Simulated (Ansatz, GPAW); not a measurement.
# Geometry or basis: what sets the conductance of benzene-1,4-dithiol between two Al chains, part 2 of 4

Aim: the conductance of benzene-1,4-dithiol between two Al chains after relaxation, and whether geometry, basis or functional moves it most.

GPAW 26.7.0 and Ansatz 0.2.0; Ansatz plane waves; relaxation of the junction with the lead ends held (the session's first sound run).

So far. Step 2 (Relaxation): The relaxation lowered the energy of the cell by 1.80 eV.

## (3) Plane waves, PBE

Plane waves give the reference curve, free of the bias of atom-centred orbitals.

This step: Ansatz plane waves; Landauer transmission by layers, zero bias (Ansatz 0.2.0).

Contents of input.yaml:

```yaml
crystal:
  lattice:
    - [11.4302671739, 0.0, 0.0]
    - [0.0, 9.0, 0.0]
    - [0.0, 0.0, 39.8410932779]
  atoms:
    - { symbol: Al, position: [0.5, 0.5, 0.0301196554] }
    - { symbol: Al, position: [0.5, 0.5, 0.0903589662] }
    - { symbol: Al, position: [0.5, 0.5, 0.150598277] }
    - { symbol: Al, position: [0.5, 0.5, 0.2108375877] }
    - { symbol: Al, position: [0.5, 0.5, 0.2710768985] }
    - { symbol: Al, position: [0.3858834799, 0.5354573286, 0.3261631149] }
    - { symbol: Al, position: [0.4828466819, 0.516546577, 0.3857009692] }
    - { symbol: S, position: [0.366264342, 0.5733243785, 0.4291751226] }
    - { symbol: H, position: [0.6210476807, 0.5666215038, 0.4485339101] }
    - { symbol: C, position: [0.4438321559, 0.5664644213, 0.4679587474] }
    - { symbol: C, position: [0.5661135581, 0.5661803854, 0.4709620257] }
    - { symbol: H, position: [0.2813935812, 0.5679607059, 0.4957022765] }
    - { symbol: C, position: [0.3765852564, 0.5675266192, 0.4974980569] }
    - { symbol: C, position: [0.6192355403, 0.5666946048, 0.502422453] }
    - { symbol: H, position: [0.7144223872, 0.5664376605, 0.50421894] }
    - { symbol: C, position: [0.429703521, 0.5700900862, 0.5289580092] }
    - { symbol: C, position: [0.5519824013, 0.5696231371, 0.5319536773] }
    - { symbol: H, position: [0.3748182635, 0.5737583152, 0.5513752153] }
    - { symbol: S, position: [0.6293948247, 0.580549973, 0.5707260848] }
    - { symbol: Al, position: [0.515026066, 0.5157999882, 0.614115103] }
    - { symbol: Al, position: [0.6116236992, 0.5416116143, 0.6736144679] }
    - { symbol: Al, position: [0.5, 0.5, 0.7289231015] }
    - { symbol: Al, position: [0.5, 0.5, 0.7891624123] }
    - { symbol: Al, position: [0.5, 0.5, 0.849401723] }
    - { symbol: Al, position: [0.5, 0.5, 0.9096410338] }
    - { symbol: Al, position: [0.5, 0.5, 0.9698803446] }
kpoints:
  mp_grid: { grid: [1, 1, 2] }
hamiltonian:
  xc: pbe
scf:
  occupations: { method: fermi_dirac, width: 0.1 }
output:
  transmission:
    leads: [[0, 1]]
    e_range: [-2, 2]
    de: 0.025
    kmesh: [1, 1]
    reduced_basis: true
  write_potential: true
  write_density: true
  volumetric_format: npy
  elf: true
```

Launch:

```
$ ansatz run input.yaml --threads 4 --pin off --max-ram 8192MiB --backend cpu --events-out ev --progress --plain --runs-dir out
```

Numbers of over 12 decimals in the logs are rounded to 6 here.

Output:

```text
[...]
Crystal: 26 atoms, lattice volume = 4098.549 Å³
Basis set: ecut = 420 eV, 80005 PW (Γ)
Bands: 67, of which v1, the nominal top of the filled ones, is band 41 counted from 1 (40 counted from 0)
Symmetry: 1 space group operations
[...]
k-points: 2
[...]
SCF iter   1: F=—  HF=-10873.295013 eV  |F-HF|=—  |Δ(HF+E_count)|=         —  Δρ=1.84e-3  dr2=4.02e-1  ethr=1.77e-3  ⟨swp⟩=20.0  Hψ=1021  notcnv=0
[...]
SCF iter  11: F=-10873.269104 eV  HF=-10873.269104 eV  |F-HF|=2.13e-8  |Δ(HF+E_count)|=   1.43e-7  Δρ=8.48e-7  dr2=6.63e-8  ethr=1.22e-10  ⟨swp⟩=20.5  Hψ=458  notcnv=0
SCF 1 converged in 11 iterations: F = -10873.269104 eV  dr2 = 6.63e-8
[...]
transmission: 50 of 300 steps passed
transmission: 100 of 300 steps passed
[...]
transmission: 300 of 300 steps passed
WARN: The output density's exchange-correlation potential varies sharply where the density is thin. Do not read a vacuum level from v_tot or v_xc, or from such a field of the output density. On a cell that repeats whose density bears no net charge and no dipole along the vacuum's axis use v_es (v_loc + v_h of the components); under efield.dipole_correction with no amplitude use v_es + v_field, which holds any externa [...]
SCF converged after 11 iterations
Free energy (F): -10873.269104 eV
[...]
Internal energy: -10872.648595 eV  (E = F + TS)
E sigma→0 (E₀):  -10872.958850 eV
Entropy (-TS):   -0.620509 eV (-23.866 meV/atom)
Fermi energy:    -3.183208 eV
[...]
--- Band table (eV) ---
  k-point 0: bands = [... 37 lower, -3.5234, -3.4047, -3.3701, -3.2417, -3.1545, -3.0042, -2.9137, -2.7422, ... 22 higher]
  k-point 1: bands = [... 37 lower, -3.5244, -3.4087, -3.3660, -3.2328, -3.1645, -3.0195, -2.8964, -2.7174, ... 22 higher]
--- Transmission ---
  basis      : 905 plane waves across, 50 finite elements along
  points     : 1, standing for a mesh of 1 x 1
  filling    : by the input's occupations and mesh, since the crystals that have channels conduct as metals do. If one of these is a semiconductor, that mesh has misplaced its level
  energies   : 161 from -2.000000 to 2.000000 eV about the Fermi level, 0.025000 eV apart; the leads are filled to 0.000000 eV, and channels, transmission and decay are at 0.000000 eV
  crystal 0  : Al1, at the sites [0, 1], period 2.4000 Å, over 24.00 Å; its Hamiltonian steps by up to 3.5 meV
    offset         : up to 0.0000 Å between an atom of the period and one for which it stands
    filled         : 11.7 meV over the level at which it is neutral
    channels       : 2.000000e0 a spin
    conductance    : 1.5063e14 S/m² at 300 K; may be off by some 0.0 % by where its bands' edges are placed, 0.0 % from the distance to neutral
  junction   : crystal 0 to crystal 0, 0.70 to 38.14 Å
    transmission   : 1.481390e-2 a spin
    error estimate : 5.459946e-6 a spin from the reduction of the transverse basis, at the most 2.737765e-4 at 1.975000 eV
    conductance    : 1.1088e12 S/m² at 300 K (1.1088e12 on every other energy)
    error estimate : 0.0 % from the energy spacing and 0.0 % from band edges of the leads and from resonances (wavevectors taken as independent; lower de), 0.1 % from the reduction of the transverse basis, 2.0 % from the steps of its leads' Hamiltonians or their offsets (lay more layers), 3.3 % from the distance to neutral
    resistance     : 8.9525e-1 Ω µm² beyond half of each lead's own
```

It took 2.7 min on 4 threads of Arm Neoverse V1, shared host; peak memory 3.9 GiB; 5.3 min of CPU time.

In the SCF lines HF is the Harris–Foulkes energy and dr2 the Hartree energy of the density residual, in eV; the loop may stop once dr2 is under the threshold and the program's other checks hold. Hψ counts applications of the Hamiltonian.

This step gave:

```
free energy                                             : -10873.2691 eV
lead level                                              : 0 eV from the Fermi level
transmission at the Fermi level (one spin)              : 0.01481
open channels of the lead at the Fermi level (one spin) : 2
step of the potential along the lead                    : 3.5 meV
offset of the lead                                      : 0 Å
filling of the lead less its bulk value, in size        : 11.7 meV
conductance                                             : 0.01472 G₀
```

One spin. The transmission, zone mean by energy, zero at the Fermi level:

| energy (eV) | transmission, zone mean |
| --- | --- |
| -2.000 | 0.00159 |
| -1.900 | 0.00104 |
| -1.800 | 3.3e-4 |
| -1.700 | 7.5e-5 |
| -1.600 | 0.00230 |
| -1.500 | 0.00560 |
| -1.400 | 0.00559 |
| -1.300 | 0.00390 |
| -1.200 | 0 |
| -1.100 | 0 |
| -1.000 | 0 |
| -0.900 | 0 |
| -0.800 | 0 |
| -0.700 | 0 |
| -0.600 | 0 |
| -0.500 | 0 |
| -0.400 | 0 |
| -0.300 | 0.00149 |
| -0.200 | 0.00501 |
| -0.100 | 0.0102 |
| 0.000 | 0.0148 |
| 0.100 | 0.0186 |
| 0.200 | 0.0228 |
| 0.300 | 0.0283 |
| 0.400 | 0.0353 |
| 0.500 | 0.0432 |
| 0.600 | 0.0507 |
| 0.700 | 0.0564 |
| 0.800 | 0.0599 |
| 0.900 | 0.0616 |
| 1.000 | 0.0627 |
| 1.100 | 0.0636 |
| 1.200 | 0.0651 |
| 1.300 | 0.0682 |
| 1.400 | 0.0739 |
| 1.500 | 0.0840 |
| 1.600 | 0.101 |
| 1.700 | 0.127 |
| 1.800 | 0.168 |
| 1.900 | 0.230 |
| 2.000 | 0.320 |

One spin. Table of open channels, zone mean by energy, zero at the Fermi level:

energy (eV), open channels, zone mean and a bar:
```
   -2.000       1.00 ##########
   -1.800       1.00 ##########
   -1.600       1.00 ##########
   -1.400       1.00 ##########
   -1.200       0.00 
   -1.000       0.00 
   -0.800       0.00 
   -0.600       0.00 
   -0.400       0.00 
   -0.200       2.00 ####################
    0.000       2.00 ####################
    0.200       2.00 ####################
    0.400       2.00 ####################
    0.600       2.00 ####################
    0.800       2.00 ####################
    1.000       3.00 ##############################
    1.200       3.00 ##############################
    1.400       3.00 ##############################
    1.600       3.00 ##############################
    1.800       3.00 ##############################
    2.000       3.00 ##############################
```

Crystal 0, spin -, k parallel (0, 0); distinct values, listed up to 1.5 1/Å. Table of Im kz of the slowest decaying states by energy, zero at the Fermi level:

| energy (eV) | decay 1 (Å⁻¹) | decay 2 (Å⁻¹) | decay 3 (Å⁻¹) | decay 4 (Å⁻¹) |
| --- | --- | --- | --- | --- |
| -2.000 | 0.671 | 0.673 | 1.16 | 1.26 |
| -1.800 | 0.627 | 0.630 | 1.14 | 1.24 |
| -1.600 | 0.581 | 0.584 | 1.12 | 1.22 |
| -1.400 | 0.530 | 0.534 | 1.09 | 1.20 |
| -1.200 | 0.0344 | 0.474 | 0.478 | 1.07 |
| -1.000 | 0.0783 | 0.411 | 0.415 | 1.04 |
| -0.800 | 0.0994 | 0.335 | 0.341 | 1.02 |
| -0.600 | 0.112 | 0.237 | 0.244 | 0.993 |
| -0.400 | 0.00628 | 0.0584 | 0.119 | 0.966 |
| -0.200 | 0.121 | 0.939 | 1.06 | 1.13 |
| 0.000 | 0.119 | 0.910 | 1.03 | 1.10 |
| 0.200 | 0.113 | 0.881 | 1.01 | 1.08 |
| 0.400 | 0.101 | 0.851 | 0.982 | 1.05 |
| 0.600 | 0.0839 | 0.819 | 0.955 | 1.03 |
| 0.800 | 0.0539 | 0.786 | 0.927 | 1.00 |
| 1.000 | 0.752 | 0.898 | 0.976 | 0.991 |
| 1.200 | 0.716 | 0.868 | 0.949 | 0.964 |
| 1.400 | 0.678 | 0.837 | 0.921 | 0.936 |
| 1.600 | 0.638 | 0.805 | 0.892 | 0.907 |
| 1.800 | 0.595 | 0.772 | 0.862 | 0.878 |
| 2.000 | 0.549 | 0.737 | 0.831 | 0.847 |

Crystal 0, spin -, k parallel (0, 0). Table of Re kz of states that move upwards by energy, zero at the Fermi level:

| energy (eV) | channel 1 (Å⁻¹) | channel 2 (Å⁻¹) | channel 3 (Å⁻¹) |
| --- | --- | --- | --- |
| -2.000 | 1.13 | - | - |
| -1.900 | 1.15 | - | - |
| -1.800 | 1.16 | - | - |
| -1.700 | 1.18 | - | - |
| -1.600 | 1.20 | - | - |
| -1.500 | 1.22 | - | - |
| -1.400 | 1.24 | - | - |
| -1.300 | 1.27 | - | - |
| -1.200 | - | - | - |
| -1.100 | - | - | - |
| -1.000 | - | - | - |
| -0.900 | - | - | - |
| -0.800 | - | - | - |
| -0.700 | - | - | - |
| -0.600 | - | - | - |
| -0.500 | - | - | - |
| -0.400 | - | - | - |
| -0.300 | 0.157 | 0.168 | - |
| -0.200 | 0.230 | 0.237 | - |
| -0.100 | 0.285 | 0.290 | - |
| 0.000 | 0.330 | 0.335 | - |
| 0.100 | 0.371 | 0.375 | - |
| 0.200 | 0.407 | 0.411 | - |
| 0.300 | 0.440 | 0.444 | - |
| 0.400 | 0.471 | 0.474 | - |
| 0.500 | 0.500 | 0.503 | - |
| 0.600 | 0.527 | 0.530 | - |
| 0.700 | 0.553 | 0.556 | - |
| 0.800 | 0.578 | 0.581 | - |
| 0.900 | 0.602 | 0.605 | - |
| 1.000 | -1.26 | 0.625 | 0.628 |
| 1.100 | -1.24 | 0.647 | 0.650 |
| 1.200 | -1.22 | 0.669 | 0.671 |
| 1.300 | -1.20 | 0.689 | 0.692 |
| 1.400 | -1.19 | 0.709 | 0.712 |
| 1.500 | -1.17 | 0.729 | 0.731 |
| 1.600 | -1.16 | 0.748 | 0.750 |
| 1.700 | -1.15 | 0.767 | 0.769 |
| 1.800 | -1.14 | 0.785 | 0.787 |
| 1.900 | -1.12 | 0.803 | 0.805 |
| 2.000 | -1.11 | 0.820 | 0.822 |

The electrostatic potential energy of an electron (with the applied field's), less the Fermi level, planar mean oscillates, so the rows of the table below give means over windows of 1 Å about each position, cut where the curve ends. Its first 14 maxima inside the range that stand out by 2 % of the span (Å: eV): 2.4: 3.92, 4.9: 3.91, 7.2: 3.92, 9.6: 3.86, 12.0: 3.65, 14.2: 3.78, 16.2: 3.52, 18.0: 3.49, 19.3: 3.22, 20.5: 3.22, 21.8: 3.49, 23.6: 3.52, 25.7: 3.78, 27.9: 3.66. Its first 14 minima: 1.2: 3.30, 3.5: 3.29, 6.0: 3.30, 8.4: 3.28, 10.8: 3.20, 13.0: 3.19, 15.3: 3.22, 17.1: 3.15, 18.7: 2.50, 19.9: 2.10, 21.1: 2.50, 22.7: 3.15, 24.5: 3.22, 26.9: 3.19.

The electrostatic potential energy of an electron (with the applied field's), less the Fermi level, planar mean by z; means over each step:

| z (Å) | electrostatic potential energy of an electron (with the applied field's), less the Fermi level, planar mean (eV) |
| --- | --- |
| 0 | 3.81 |
| 1 | 3.37 |
| 2 | 3.68 |
| 3 | 3.55 |
| 4 | 3.44 |
| 5 | 3.76 |
| 6 | 3.34 |
| 7 | 3.77 |
| 8 | 3.43 |
| 9 | 3.52 |
| 10 | 3.60 |
| 11 | 3.25 |
| 12 | 3.53 |
| 13 | 3.23 |
| 14 | 3.63 |
| 15 | 3.34 |
| 16 | 3.38 |
| 17 | 3.21 |
| 18 | 3.27 |
| 19 | 2.85 |
| 20 | 2.54 |
| 21 | 2.82 |
| 22 | 3.32 |
| 23 | 3.25 |
| 24 | 3.33 |
| 25 | 3.42 |
| 26 | 3.56 |
| 27 | 3.24 |
| 28 | 3.54 |
| 29 | 3.23 |
| 30 | 3.68 |
| 31 | 3.44 |
| 32 | 3.52 |
| 33 | 3.70 |
| 34 | 3.35 |
| 35 | 3.80 |
| 36 | 3.38 |
| 37 | 3.65 |
| 38 | 3.58 |
| 39 | 3.43 |

Valence density, planar mean against z:

z (Å), valence density, planar mean (e/Å³) and a bar from the least value:
```
        0     0.0139 ##
        2     0.0134 #
        4     0.0112 
        6     0.0100 
        8     0.0111 
       10     0.0130 #
       12     0.0149 ##
       14     0.0132 #
       16     0.0177 ###
       18     0.0462 ###############
       20     0.0821 ##############################
       22     0.0438 ##############
       24     0.0146 ##
       26     0.0131 #
       28     0.0149 ##
       30     0.0134 #
       32     0.0120 #
       34     0.0101 
       36     0.0104 
       38     0.0127 #
```

Valence density in the cb plane at fractional x = 0.375, with atoms of Al and S and C and H within 0.2 Å of it. It is the smooth field of the valence electrons, not physical close to the nuclei.

Ten steps, logarithmic in the rise over the least value, from '0' (0.0 e/Å³) to '9' (1.8 e/Å³), each cell a mean:
```
00000000000000000000000000000000000000000000
00000000000000000000000000000000000000000000
00000000000000000000000000000000000000000000
00000000000000000000000000000000000000000000
00011100000000000000000000000000000000000000
11222221111111111000000000000000000000000000
12445433223333322211000000000000000000000000
34677765445555554432100001000000000011111111
45789886667888777764211111110000001111111111
46887888789999888986311222211100011222222222
56887888789999988985322222221100112223332233
46788887678888777764212233221110112233333333
45677765556666555432112222221100112233333333
33455443333343332211011222211000011222222222
22233221111111111000001111110000011112222222
11111100000000000000000011000000000111111111
00000000000000000000000000000000000000000000
00000000000000000000000000000000000000000000
00000000000000000000000000000000000000000000
00000000000000000000000000000000000000000000
00000000000000000000000000000000000000000000
00000000000000000000000000000000000000000000
00000000000000000000000000000000000000000000
00000000000000000000000000000000000000000000
```
Columns run along c (16.0 Å, from fractional 0.39 to 0.79 of the cell), rows up along b (9.0 Å). Atoms in or near the plane, at fractional coordinates: S at (0.43, 0.57), C at (0.50, 0.57), H at (0.55, 0.57).

ELF in the cb plane at fractional x = 0.375, with atoms of Al and S and C and H within 0.2 Å of it. It is the smooth field of the valence electrons, not physical close to the nuclei.

Ten even steps from '0' (0.00 × 1e-1) to '9' (9.97 × 1e-1), each cell a mean:
```
00000000000000000000000000000000000000000000
00000000000000000000000000000000000000000000
00000000000000000000000000000000000000000000
00000000000000000001211000000000000000000000
00000001112210000013442000000000000000000000
11000112334432100135665200011221111000000011
21111234566664200147887410123443322210001233
32112346778876410258998632355665456751002566
43223467777888631268877754566677579983004788
53224678644689741368513765673277689994016899
64334788535289852368513765673267689993027999
65334788525389862368877754575577579971048999
65334788743688853357887532456666556630059999
64334677766777642246776311234444322100169999
54333556555554432124554100012222110000168999
43223344333222211112332000000010000000158999
32222222111100000000110000000000000000147887
21111111000000000000000000000000000000035665
11100000000000000000000000000000000000013443
00000000000000000000000000000000000000001221
00000000000000000000000000000000000000000000
00000000000000000000000000000000000000000000
00000000000000000000000000000000000000000000
00000000000000000000000000000000000000000000
```
Columns run along c (16.0 Å, from fractional 0.24 to 0.64 of the cell), rows up along b (9.0 Å). Atoms in or near the plane, at fractional coordinates: Al at (0.33, 0.54), S at (0.43, 0.57), C at (0.50, 0.57), H at (0.55, 0.57).

Electrostatic potential energy in the cb plane at fractional x = 0.375, with atoms of Al and S and C and H within 0.2 Å of it. With pseudopotentials it is smooth inside the atoms' cores, unlike the true potential.

Values in eV, 13 rows by 16 columns, each cell a mean:
```
  1   1   1   1   1   1   1   1   1   1   1   1   1   1   1   1
  1   1   1   1   1   1   1   1   1   1   1   1   1   1   1   1
  1   1   1   1   1   1   1   1   1   1   1   1   1   1   1   1
  0   1   0   0   1   0   1   1   0   0   0   1   1   1   1   1
 -1  -2 -14 -11  -4 -11  -6  -5  -1   0   0   1   1   1   0   0
 -3  -6 -18 -16 -11 -18 -16 -16  -5  -1  -1   1   1   0  -1  -1
 -3  -4 -12  -9  -3 -10  -5  -3  -1  -1  -1   1   1   0  -2  -2
 -1  -1   0   0   1   1   1   1   0   0   0   1   1   1  -1  -1
  0   0   1   1   1   1   1   1   1   1   1   1   1   1   0   0
  1   1   1   1   1   1   1   1   1   1   1   1   1   1   1   1
  1   1   1   1   1   1   1   1   1   1   1   1   1   1   1   1
  1   1   1   1   1   1   1   1   1   1   1   1   1   1   1   1
  1   1   1   1   1   1   1   1   1   1   1   1   1   1   1   1
```
Columns run along c (16.0 Å, from fractional 0.36 to 0.76 of the cell; values clipped at the 3rd and 97th percentile), rows up along b (9.0 Å). Atoms in or near the plane, at fractional coordinates: S at (0.43, 0.57), C at (0.50, 0.57), H at (0.55, 0.57).

T at the Fermi level is 0.0148 of 2 open channels a spin.

[end of part 2 of 4]

[Logs are printed without paths, hosts, clocks, repeated set-up lines and the standing remarks that a program may print on its own settings, such as how far it seeks lower states.]

[Hosts, paths, dates, database ids (printed as entryN), source tags and the programs' standing remarks are cut or masked in the printed files.]
